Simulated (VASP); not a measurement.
Write the native input for VASP 6.6.1 that does the following.

* Task: relaxation of cell and atoms
* Functional: PBE
* Potentials or basis: VASP PAW PBE potentials, release 64 (Ti_sv, O_h)
* Cutoff: 980 eV
* k mesh: 6 × 6 × 9
* Occupations: fermi-dirac, width 0.05 eV
* Spin: no spin polarisation
* Further INCAR settings: ALGO = Fast; EDIFF = 1e-06; IBRION = 2; EDIFFG = -0.005; NSW = 60; ISIF = 3

The structure of TiO2 lies in POSCAR:

```
TiO2
1.0
    4.5998373239      0.0000000000      0.0000000000
    0.0000000000      4.5998373239      0.0000000000
    0.0000000000      0.0000000000      2.9592135600
Ti O
2 4
Direct
    0.0000000000      0.0000000000      0.5000000000
    0.5000000000      0.5000000000      0.0000000000
    0.3043213200      0.3043213200      0.5000000000
    0.1956786800      0.8043213200      0.0000000000
    0.8043213200      0.1956786800      0.0000000000
    0.6956786800      0.6956786800      0.5000000000
```

The cell is a database's computed one.

The input as run:

INCAR

```
SYSTEM = TiO2
PREC = Accurate
ENCUT = 980
EDIFF = 1E-6
ISMEAR = -1
SIGMA = 0.05
LREAL = .FALSE.
LASPH = .TRUE.
NELM = 100
ALGO = Fast
ISIF = 3
LWAVE = .FALSE.
LCHARG = .FALSE.
GGA = PE
IBRION = 2
NSW = 60
EDIFFG = -0.005
```

KPOINTS

```
regular mesh
0
G
  6 6 9
  0 0 0
```

Potentials or basis: VASP PAW PBE potentials, release 64 (Ti_sv, O_h).

Command:

```console
$ cat potpaw_PBE.64/Ti_sv/POTCAR potpaw_PBE.64/O_h/POTCAR > POTCAR
$ mpirun -np 1 vasp_std > vasp.out
```

Results of the run:

| Property | Result |
| --- | --- |
| Relaxed volume | 10.68 Å³/atom |
| Relaxed cell | a = 4.648 Å, b = 4.648 Å, c = 2.967 Å, α = 90.00°, β = 90.00°, γ = 90.00° |
| Space group after relaxing (to 0.05 Å) | P4_2/mnm (No. 136) |
| Energy gained by relaxing | 3.8 meV/atom |
| Ionic steps | 5 |
| Pressure after relaxing | 0.0 GPa |
| Band gap on the k mesh | 1.83 eV, direct |

Caveat: an odd mesh through Γ misses points on the zone boundary, where band edges often lie.

Run time: 10 min on 1 thread of Intel(R) Xeon(R) 6975P-C (Granite Rapids) (shared host), peak memory 0.4 GiB.
